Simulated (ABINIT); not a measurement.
# SnTe (Fm-3m) in ABINIT: RPA correlation energy with LDA

Aim: the RPA correlation energy of SnTe with LDA.

All numbers are computed with ABINIT 10.8.3 (patched build); they aren't measurements. Logs are shortened: lines on timing, memory, paths and dates and some standing lists are left out, and cuts for length are marked. The log counts tension as positive stress, the text compression.

## (1) Starting point

Symmetry: Fm-3m, No. 225, cubic system. Conventional cell: a = 6.302 Å, b = 6.302 Å, c = 6.302 Å, α = 90.00°, β = 90.00°, γ = 90.00°. Around Te (site symmetry m-3m) lie 6 Sn at 3.15 Å. Sn (site symmetry m-3m) has 6 Te at 3.15 Å as nearest neighbours.

## (2) RPA correlation energy, LDA

File run.abi:

```
# Datasets
ndtset 5

# Pseudopotentials
pp_dirpath "./"
pseudos "Te.upf, Sn.upf"

# Structure
acell 3*1.0
rprim
     0.0000000000     5.9542435598     5.9542435598
     5.9542435598     0.0000000000     5.9542435598
     5.9542435598     5.9542435598     0.0000000000
ntypat 2
znucl 52 50
natom 2
typat 1 2
xred
            1/2            1/2            1/2
            0.0            0.0            0.0

# Plane-wave basis
ecut 952.398519 eV

# k points
kptopt 1
ngkpt 4 4 4
nshiftk 1
shiftk 0.0 0.0 0.0
istwfk *1

# Exchange and correlation
ixc 7

# Bands and occupations
occopt 1

# SCF cycle
nstep 80
diemac 6.0

# Output
iomode 3
prteig 0
prtebands 0

# Dataset 1: ground state
nband1 15
tolvrs1 1.0e-12
prtden1 1
prtwf1 0

# Dataset 2: empty bands at fixed density
iscf2 -2
getden2 1
nband2 243
nbdbuf2 22
tolwfr2 1.0e-12
nstep2 120
prtden2 0

# Dataset 3: screening
optdriver3 3
getwfk3 2
nband3 102
ecuteps3 3.9
ecutwfn3 21.0
inclvkb3 2
gwcalctyp3 1
gwrpacorr3 1
nfreqim3 12

# Dataset 4: screening
optdriver4 3
getwfk4 2
nband4 158
ecuteps4 5.2
ecutwfn4 21.0
inclvkb4 2
gwcalctyp4 1
gwrpacorr4 1
nfreqim4 12

# Dataset 5: screening
optdriver5 3
getwfk5 2
nband5 221
ecuteps5 6.5
ecutwfn5 21.0
inclvkb5 2
gwcalctyp5 1
gwrpacorr5 1
nfreqim5 12
```

Potentials or basis: PseudoDojo NC SR LDA v0.4.1 standard.

Command:

```bash
$ mpirun --bind-to none -np 4 abinit run.abi > log 2>&1
```

run.abo:

```text
.Version 10.8.3 of ABINIT
 DATASET    1 : space group Fm -3 m (#225); Bravais cF (face-center cubic)
================================================================================
 Values of the parameters that define the memory need for DATASET  1.
     intxc =       0    ionmov =       0      iscf =       7    lmnmax =       6
     lnmax =       6     mgfft =      48  mpssoang =       3    mqgrid =    3001
     natom =       2  nloc_mem =       1    nspden =       1   nspinor =       1
    nsppol =       1      nsym =      48    n1xccc =    2501    ntypat =       2
    occopt =       1   xclevel =       1
       mpw =        4279          nfft =      110592          nkpt =           8
================================================================================
================================================================================
[... 37 lines left out ...]
 DATASET    5 : space group Fm -3 m (#225); Bravais cF (face-center cubic)
================================================================================
 Values of the parameters that define the memory need for DATASET  5.
     intxc =       0    ionmov =       0      iscf =       7    lmnmax =       6
     lnmax =       6     mgfft =      36  mpssoang =       3    mqgrid =    3001
     natom =       2  nloc_mem =       1    nspden =       1   nspinor =       1
    nsppol =       1      nsym =      48    n1xccc =    2501    ntypat =       2
    occopt =       1   xclevel =       1
       mpw =        1964          nfft =       46656          nkpt =           8
================================================================================
================================================================================

--------------------------------------------------------------------------------
------------- Echo of variables that govern the present computation ------------
--------------------------------------------------------------------------------
 -outvars: echo values of preprocessed input variables --------
            acell      1.0000000000E+00  1.0000000000E+00  1.0000000000E+00 Bohr
              amu      1.27600000E+02  1.18710000E+02
           diemac      6.00000000E+00
             ecut1     3.50000000E+01 Hartree
             ecut2     3.50000000E+01 Hartree
             ecut3     2.10000000E+01 Hartree
             ecut4     2.10000000E+01 Hartree
             ecut5     2.10000000E+01 Hartree
          ecuteps1     0.00000000E+00 Hartree
          ecuteps2     0.00000000E+00 Hartree
          ecuteps3     3.90000000E+00 Hartree
          ecuteps4     5.20000000E+00 Hartree
          ecuteps5     6.50000000E+00 Hartree
          ecutwfn1     0.00000000E+00 Hartree
          ecutwfn2     0.00000000E+00 Hartree
[... 432 lines left out ...]
 length scales=  1.000000000000  1.000000000000  1.000000000000 bohr
              =  0.529177210544  0.529177210544  0.529177210544 angstroms
 Eigenvalues (hartree) for nkpt=   8  k points:
 kpt#   1, nband=243, wtk=  0.01563, kpt=  0.0000  0.0000  0.0000 (reduced coord)
  -1.16887   -1.16887   -1.16869   -1.16869   -1.16869   -0.61068   -0.61068   -0.61034
  -0.61034   -0.61034   -0.28201    0.01160    0.11261    0.11261    0.11261    0.31233
   0.31233    0.31233    0.36869    0.36869    0.36869    0.44458    0.44880    0.44880
   0.47961    0.91119    0.91119    0.91119    0.92783    0.92783    0.92783    0.96334
   0.96334    0.96334    1.01478    1.01478    1.15973    1.15973    1.15973    1.17261
   1.26234    1.26234    1.26234    1.28909    1.28909    1.30025    1.36504    1.37513
[... 49 lines left out ...]
 Real(R)+Recip(G) space primitive vectors, cartesian coordinates (Bohr,Bohr^-1):
 R(1)=  0.0000000  5.9542436  5.9542436  G(1)= -0.0839737  0.0839737  0.0839737
 R(2)=  5.9542436  0.0000000  5.9542436  G(2)=  0.0839737 -0.0839737  0.0839737
 R(3)=  5.9542436  5.9542436  0.0000000  G(3)=  0.0839737  0.0839737 -0.0839737
 Unit cell volume ucvol=  4.2219179E+02 bohr^3
 Angles (23,13,12)=  6.00000000E+01  6.00000000E+01  6.00000000E+01 degrees

--- Pseudopotential description ------------------------------------------------
- pspini: atom type   1  psp file is ./Te.upf
  52.00000  16.00000  180309                  znucl, zion, pspdat
12 -1012 2 -1 1278                            pspcod,pspxc,lmax,lloc,mmax
     nproj     2     2     2

- pspini: atom type   2  psp file is ./Sn.upf
  50.00000  14.00000  180309                  znucl, zion, pspdat
12 -1012 2 -1 1608                            pspcod,pspxc,lmax,lloc,mmax
     nproj     2     2     2

--------------------------------------------------------------------------------
[... 362 lines left out ...]
--------------------------------------------------------------------------------
  q-point number  8        q = (-0.250000, 0.500000, 0.250000) [r.l.u.]
--------------------------------------------------------------------------------
  Average fulfillment of the sum rule on Im[epsilon] for q-point    8 :    127.22  [%]

== END DATASET(S) ==============================================================
================================================================================

 -outvars: echo values of variables after computation  --------
            acell      1.0000000000E+00  1.0000000000E+00  1.0000000000E+00 Bohr
           etotal1    -1.8323096085E+02
           etotal3     0.0000000000E+00
           etotal4     0.0000000000E+00
           etotal5     0.0000000000E+00
            fcart1    -0.0000000000E+00 -0.0000000000E+00 -0.0000000000E+00
                      -0.0000000000E+00 -0.0000000000E+00 -0.0000000000E+00
            fcart3     0.0000000000E+00  0.0000000000E+00  0.0000000000E+00
                       0.0000000000E+00  0.0000000000E+00  0.0000000000E+00
            fcart4     0.0000000000E+00  0.0000000000E+00  0.0000000000E+00
                       0.0000000000E+00  0.0000000000E+00  0.0000000000E+00
            fcart5     0.0000000000E+00  0.0000000000E+00  0.0000000000E+00
                       0.0000000000E+00  0.0000000000E+00  0.0000000000E+00
            rprim      0.0000000000E+00  5.9542435598E+00  5.9542435598E+00
                       5.9542435598E+00  0.0000000000E+00  5.9542435598E+00
                       5.9542435598E+00  5.9542435598E+00  0.0000000000E+00
           strten1     7.9732121544E-05  7.9732121544E-05  7.9732121544E-05
                       0.0000000000E+00  0.0000000000E+00  0.0000000000E+00
           strten3     0.0000000000E+00  0.0000000000E+00  0.0000000000E+00
                       0.0000000000E+00  0.0000000000E+00  0.0000000000E+00
           strten4     0.0000000000E+00  0.0000000000E+00  0.0000000000E+00
                       0.0000000000E+00  0.0000000000E+00  0.0000000000E+00
           strten5     0.0000000000E+00  0.0000000000E+00  0.0000000000E+00
                       0.0000000000E+00  0.0000000000E+00  0.0000000000E+00
           xangst      3.1508499979E+00  3.1508499979E+00  3.1508499979E+00
                       0.0000000000E+00  0.0000000000E+00  0.0000000000E+00
             xred      5.0000000000E-01  5.0000000000E-01  5.0000000000E-01
                       0.0000000000E+00  0.0000000000E+00  0.0000000000E+00
 Calculation completed.
```

Run time: 11 min. Hardware: 4 MPI ranks of Arm Neoverse V2, shared host; peak memory 1.2 GiB.

Results:

```
Band gap on the k mesh, mean-field level : 0.10 eV, direct
RPA correlation energy                   : -15.845 eV/atom
RPA correlation energy per cell          : -31.691 eV
```

RPA correlation energy against the response cutoff:
| cutoff (Ha) | energy (eV per cell) |
| --- | --- |
| 3.9 | -21.147 |
| 5.2 | -26.548 |
| 6.5 | -31.691 |

Caveat: the k mesh is coarse (spacing up to 0.43 Å⁻¹), so the values aren't converged; the k mesh is coarse for a many-body step; the long-wavelength part of the RPA energy is incomplete in this program, an error that falls with the number of q points; spin-orbit coupling is left out, which moves the levels of the heavy elements.
